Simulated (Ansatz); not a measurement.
## Solid I2: from lattice energy to sublimation

All numbers below come from DFT PBE+D3(BJ), scalar-relativistic, plane waves, PAW (Ansatz).

Plane waves to 420 eV, a k mesh through Γ of 6×6×4 on the computed 4-atom cell and Gaussian smearing (0.02 eV); no spin polarisation.

```xyz
4
Lattice="3.6755 -2.2424 0.0000 3.6755 2.2424 0.0000 0.0000 0.0000 9.6555" Properties=species:S:1:pos:R:3 pbc="T T T"
I     3.6755   -1.4780    8.4731
I     3.6755    0.7645    6.0102
I     3.6755    1.4780    1.1824
I     3.6755   -0.7645    3.6454
```

The relaxed cell holds 2 I2 at 79.6 Å³ each. Per molecule the crystal lies 0.9928 eV below the molecule frozen in its crystal shape, and that shape lies 0.0788 eV above the relaxed free molecule.

Task: Put the lattice energy together, estimate the enthalpy of sublimation and the cohesive energy density, and say what binds the crystal.

Result: E_latt = −0.9928 + 0.0788 = -0.9140 eV = -88.2 kJ/mol: the molecule pays 7.9 % of its binding as strain. For rigid molecules with classical lattice modes the gas has 5/2 RT of translation and rotation plus RT of pV, the crystal 5 RT in its lattice modes, so ΔH_sub ≈ −E_latt − (3/2)RT = 88.2 − 3.7 = 84.5 kJ/mol at 298 K (a solid that melts lower is measured colder, with a smaller RT term). The cohesive energy density is −E_latt per molar volume, 88.2 kJ/mol / 47.9 cm³/mol = 1840 MPa, and its root, 43 MPa^½, is the solid's counterpart of a solubility parameter (the liquid's is smaller). The D3 term adds -0.601 eV between molecules, 61 % of the binding at this geometry. The share depends on the functional that the correction is paired with. The Kohn–Sham gap is 1.81 eV in the free molecule, 1.43 eV in the molecule frozen in its crystal shape and 0.87 eV on the crystal's mesh. The change of shape alone narrows it by 0.37 eV. From the frozen molecule to the crystal it shows a narrowing, by band width and the neighbours' field; the polarisation that lowers true ionisation gaps in solids isn't in these levels.

Quantum lattice modes, thermal expansion and changes of the internal vibrations are left out, each worth up to a few kJ/mol.

Spin-orbit coupling is left out.

Cost: 3 runs of about 2.3 core-minutes in all, on Arm Neoverse V1 (shared hosts).